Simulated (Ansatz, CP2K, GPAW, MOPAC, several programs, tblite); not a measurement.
# MgS from cheap methods to r2SCAN

Aim: run MgS through methods of unlike cost and see what each gets, and at what price.

Computed with MOPAC, tblite, CP2K, GPAW, Ansatz (versions at each run) (no spin polarisation, static lattice; gaps from single points on the cell relaxed beforehand with r²SCAN, unless a step's input says otherwise).

## 1. The starting structure

It takes space group P6_3/mmc (No. 194, hexagonal). Conventional cell: a = 4.296 Å, b = 4.296 Å, c = 5.285 Å, α = 90.00°, β = 90.00°, γ = 120.00°. Mg (site symmetry -6m2) has 5 S at 2.48 to 2.64 Å as nearest neighbours. S (site symmetry -6m2) has 5 Mg at 2.48 to 2.64 Å as nearest neighbours.

As a file:

```cif
data_structure
_symmetry_space_group_name_H-M 'P6_3/mmc'
_symmetry_Int_Tables_number 194
_cell_length_a 4.2955
_cell_length_b 4.2955
_cell_length_c 5.2851
_cell_angle_alpha 90.000
_cell_angle_beta 90.000
_cell_angle_gamma 120.000
_cell_volume 84.45
loop_
_atom_site_label
_atom_site_type_symbol
_atom_site_symmetry_multiplicity
_atom_site_Wyckoff_symbol
_atom_site_fract_x
_atom_site_fract_y
_atom_site_fract_z
_atom_site_occupancy
Mg1 Mg 2 c 0.33333 0.66667 0.25000 1
S1 S 2 d 0.66667 0.33333 0.25000 1
```

The structure type (flat hexagonal layers, h-BN or h-MgO type) is imposed and need not be the compound's stable one.

**Question.** The methods are PM6, PM7, GFN1-xTB (tblite), GFN2-xTB (tblite), PBE/DZVP, PBE/single-zeta, PBE/SZV, coarse PBE, GLLB-SC, PBE, r2SCAN. What gap does r2SCAN give on this cell, and which other methods (full PBE left aside) come nearest to r2SCAN and farthest in gap, volume and bulk modulus?

| quantity | value |
| --- | --- |
| r2SCAN | gap 3.65 eV, 21.11 Å³/atom, B₀ 65 GPa |
| gap: nearest and farthest of the other methods | coarse PBE (-0.63 eV), GFN1-xTB (tblite) (-3.62 eV) |
| volume: nearest and farthest of the other methods | GFN2-xTB (tblite) (-0.6 %), PBE/SZV (+6.3 %) |
| bulk modulus: nearest and farthest of the other methods | PBE/DZVP (-6 %), PBE/SZV (-44 %) |

**Reading.** For the gap, of the 9 methods compared (full PBE left aside), coarse PBE comes nearest to r2SCAN and GFN1-xTB (tblite) is farthest. Among the 5 methods compared for the volume (full PBE left aside), GFN2-xTB (tblite) is nearest to r2SCAN and PBE/SZV farthest. Among the 5 methods compared for the bulk modulus (full PBE left aside), PBE/DZVP is nearest to r2SCAN and PBE/SZV farthest. A minimal basis or a coarse cutoff and mesh shifts results by its own error, so closeness to r2SCAN can be chance. Cluster runs see only the k-points that fold onto the zone centre, so their gaps can miss the band edges. GLLB-SC is compared with its derivative discontinuity added. No volume is given for PM6, PM7, PBE/single-zeta, which can hide a larger miss. CPU times run from 1.2 s (coarse PBE) to 3 min (PM6). On this cell PM6, PBE/single-zeta, GLLB-SC cost more than r2SCAN itself (20 s), so they are no saving here. A cluster method computes far more atoms than the primitive cell, so on a small crystal it can cost more than plane waves. r2SCAN is a yardstick, not the truth: it usually gives gaps below the measured ones.
